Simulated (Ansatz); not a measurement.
S, diamond type; equations of state without spin from Ansatz PAW hard set, 700 eV.

PBE (k-mesh 16³, smearing 0.061 eV) gives V₀ = 24.280 Å³/atom and B₀ = 44.0 GPa.

(1) What does r²SCAN give (700 eV, k-mesh 10³, smearing 0.1 eV)?

## Answers

(1) V₀ = 23.889 Å³/atom (-1.6 %) and B₀ = 47.6 GPa (+8 %).

This cubic structure is a model: it isn't the usual form of the substance at ambient conditions, and such phases are metastable or hypothetical. The k-mesh is modest, so these values aren't fully converged in k. Potentials made with PBE were used with another functional (at least in: Ansatz PAW hard set, 700 eV (r²SCAN)).
